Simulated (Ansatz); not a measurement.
The structure comes from a relaxation in the same program, started in the bcc type, and has space group Im-3m. Whether it is a known phase or the ground state wasn't checked.

Input and log of a run on Lu: DFT, PBE, all-electron LAPW, scalar-relativistic (Ansatz 0.2.0).

Command: `ansatz run input.yaml --threads 1 --pin off --max-ram 2048MiB --backend cpu --events-out ev --progress --plain --runs-dir out` The run took 8.6 s on 1 thread of AMD EPYC 9R45 96-Core Processor (Zen 5) (shared host), peak memory 0.39 GiB.

```yaml
crystal:
  lattice:
    - [-1.9499656895, 1.9499656895, 1.9499656895]
    - [1.9499656895, -1.9499656895, 1.9499656895]
    - [1.9499656895, 1.9499656895, -1.9499656895]
  atoms:
    - { symbol: Lu, position: [0.0, 0.0, 0.0] }
kpoints:
  mp_grid: { grid: [15, 15, 15] }
  band_path:
    path:
      - [0.0, 0.0, 0.0]
      - [0.5, -0.5, 0.5]
      - [0.0, 0.0, 0.5]
      - [0.0, 0.0, 0.0]
      - [0.25, 0.25, 0.25]
      - [0.5, -0.5, 0.5]
      - [0.25, 0.25, 0.25]
      - [0.0, 0.0, 0.5]
    npoints: 14
scf:
  occupations: { method: fermi_dirac, width: 0.08 }
hamiltonian:
  xc: pbe
  pseudopotentials: { kind: all_electron, lapw: { basis_error: 0.0005 } }
output:
  forces: true
  stress: true
  eigenvalues: true
  populations: true
  dos: { projected: true, de: 0.2, e_range: [-14, 8] }
```

The log:

```
Lu: projections on atomic orbitals take those of the free atom 1s2 2s2 2p6 3s2 3p6 3d10 4s2 4p6 4d10 4f14 5s2 5p6 5d1 6s2, of charge +0.00 (hamiltonian.pseudopotentials.projection_atoms)
LAPW: plane waves up to 7.154 Å⁻¹, error target 5.0e-4 eV per atom; small_component_spin mean_spin; Lu in spheres of 1.689 Å, 35 of its electrons in bands, Dirac shells []
Engine: ansatz 0.2.0
Pseudopotentials: kind: all_electron
Pseudopotential: Lu, LAPW, valence charge 35, Koelling and Harmon's equation, gaussian nucleus
Functional definition: PBE
  parameter kappa = 0.804
  parameter beta = 0.06672455060314922
  exchange = pbe_x(kappa = kappa, mu = beta*pi^2/3)
  correlation = pbe_c(beta = beta)
Crystal: 1 atoms, lattice volume = 29.658 Å³
Basis set: ecut = 195.00454117442857 eV, 177 PW (Γ), exchange–correlation at level 2
Bands: 22, of which v1, the nominal top of the filled ones, is band 18 counted from 1 (17 counted from 0)
Symmetry: 48 space group operations
Space group: Im-3m (ITA 229), of the structure as read, at distance tolerance 3.1e-5 Å
k-points: 120 of 3375
Non-local potential: Lu, projectors of the file, none
Initial density: superposition of atomic densities (chi_scale 0.1, normalization cell)
Initial wavefunctions: plane waves of lowest kinetic energy (no species holds an atomic orbital)
Functional: x = pbe(κ = 0.804, μ = 0.2195149727645171), c = pbe(β = 0.06672455060314922)
iter 1 solved again at ethr=2.08e-4 eV; its pass at ethr=1.00e-1 eV (dr2=7.28e-2 eV) is discarded
SCF iter   1: F=—  HF=-396243.007261 eV  |F-HF|=—  |Δ(HF+E_count)|=         —  Δρ=1.48e-2  dr2=7.29e-2  ethr=2.08e-4  ⟨swp⟩=2.8  Hψ=16775  notcnv=0
preconditioner: auto → Kerker (q_TF=auto, 2.805 Å⁻¹)  [metal: Δε(μ)=0.008 eV  Ē_g=13.290 eV  σ=0.080 eV  W_gap=0.03  n_scr=12 (ndim 8)  ℏωp=32.7 eV  f_vac=0.000  D(μ)=2.21/eV (n_scr^D=18)]
SCF iter   2: F=—  HF=-396242.966662 eV  |F-HF|=—  |Δ(HF+E_count)|=   4.06e-2  Δρ=9.24e-3  dr2=3.12e-2  ethr=2.08e-4  ⟨swp⟩=2.0  Hψ=8058  notcnv=0
SCF iter   3: F=—  HF=-396242.944068 eV  |F-HF|=—  |Δ(HF+E_count)|=   2.26e-2  Δρ=8.07e-3  dr2=2.47e-2  ethr=8.92e-5  ⟨swp⟩=2.0  Hψ=7980  notcnv=0
SCF iter   4: F=—  HF=-396242.939616 eV  |F-HF|=—  |Δ(HF+E_count)|=   4.45e-3  Δρ=5.26e-3  dr2=1.13e-2  ethr=7.05e-5  ⟨swp⟩=2.0  Hψ=7410  notcnv=0
SCF iter   5: F=—  HF=-396242.938719 eV  |F-HF|=—  |Δ(HF+E_count)|=         —  Δρ=1.70e-3  dr2=1.39e-3  ethr=3.22e-5  ⟨swp⟩=2.0  Hψ=7723  notcnv=0
the basis was enlarged: its passes take 57.2 KiB over the memory plan, 1 of 1 planned eigensolver slots
iter 6 solved again at ethr=1.84e-7 eV; its pass at ethr=3.98e-6 eV (dr2=6.44e-5 eV) is discarded
SCF iter   6: F=—  HF=-396242.938802 eV  |F-HF|=—  |Δ(HF+E_count)|=   8.33e-5  Δρ=3.82e-4  dr2=6.44e-5  ethr=1.84e-7  ⟨swp⟩=2.0  Hψ=13413  notcnv=0
SCF iter   7: F=—  HF=-396242.938804 eV  |F-HF|=—  |Δ(HF+E_count)|=   1.54e-6  Δρ=8.45e-5  dr2=2.36e-6  ethr=1.84e-7  ⟨swp⟩=2.0  Hψ=7983  notcnv=0
SCF iter   8: F=-396242.938804 eV  HF=-396242.938804 eV  |F-HF|=2.39e-8  |Δ(HF+E_count)|=   1.93e-7  Δρ=1.45e-5  dr2=4.11e-8  ethr=6.75e-9  ⟨swp⟩=2.0  Hψ=7983  notcnv=0
SCF 1 converged in 8 iterations: F = -396242.938804 eV  dr2 = 4.11e-8
NSCF: frozen V_eff on 99 k-points
SCF converged after 8 iterations
Free energy (F): -396242.938804 eV
Harris-Foulkes:  -396242.938804 eV  (|F-HF|=2.39e-8)
Internal energy: -396242.891636 eV  (E = F + TS)
E sigma→0 (E₀):  -396242.915220 eV
Entropy (-TS):   -0.047169 eV (-47.169 meV/atom)
Fermi energy:    14.836217 eV
--- Per-component energies (eV) ---
  E_band       = -1704.468686
  E_kinetic    = 439508.807921
  E_xc         = -8208.704820
  E_electrostatic = -827542.994737  (all electrons and nuclei)
  E_smearing   = -0.047169  (= −TS)
  E_closure    = 0.000000  (closes the sum)
  E_atoms      = -396238.555643  (free atoms, spherical and without spin; not in F)
  Σ components = -396242.938804   (vs F -396242.938804, Δ=0.00e0)
  Basis errors (estimates in eV, not in F): energy 1.2e-4 per atom: plane waves 1.0e-4 (5.3e-5 summed), levels above the bands 2.3e-39, relativity 3.4e-8, radial functions 2.0e-5, core shells 3.4e-8; eigenvalues (radial functions only) 3.1e-7; not estimated: angular momenta, meshes, grids; target (lapw.basis_error) 5.0e-4; muffin-tin radii Lu 1.689 Å
--- Forces (eV/Å), atoms counted from 1 ---
  atom   1  Lu    -0.00000000    -0.00000000     0.00000000
  max |Σ_I F_I| component: 6.78e-32 eV/Å
--- Stress (GPa, compression-positive) ---
       -0.007375       0.000000       0.000000
        0.000000      -0.007375       0.000000
        0.000000       0.000000      -0.007375
  P = ⅓ Tr σ = -0.0074 GPa (-0.074 kbar)
--- Band table (eV; the first three rows and the last of 120) ---
  k-point 0: bands = ["-172.2997", "-172.2997", "-172.2997", "-172.2901", "-172.2901", "-41.5675", "-12.0170", "-12.0170", "-12.0170", "8.7195", "9.6392", "9.6392", "9.6392", "9.7292", "9.7292", "9.7292", "9.7460", "16.9441", "16.9441", "16.9441", "19.1423", "19.1423"]
  k-point 1: bands = ["-172.2997", "-172.2997", "-172.2997", "-172.2901", "-172.2901", "-41.5662", "-12.0382", "-12.0238", "-12.0171", "8.8473", "9.6404", "9.6414", "9.6418", "9.7268", "9.7281", "9.7282", "9.7427", "16.8456", "16.8967", "17.0725", "18.9862", "19.1413"]
  k-point 2: bands = ["-172.2997", "-172.2997", "-172.2997", "-172.2901", "-172.2901", "-41.5626", "-12.0974", "-12.0429", "-12.0172", "9.2197", "9.6433", "9.6477", "9.6491", "9.7202", "9.7223", "9.7255", "9.7370", "16.5850", "16.6916", "17.4525", "18.7280", "19.1508"]
  k-point 119: bands = ["-172.2997", "-172.2997", "-172.2997", "-172.2901", "-172.2901", "-41.5157", "-12.3478", "-12.3442", "-12.3442", "9.6245", "9.6785", "9.6798", "9.6798", "9.7305", "9.7320", "9.7320", "13.3904", "13.4031", "19.9488", "19.9488", "20.1794", "21.1384"]
--- Löwdin populations: 1 site ---
  site symbol       q [e]
     0     Lu     70.9311
  spilling = 0.000971 (of n_electrons = 71.000000)
```
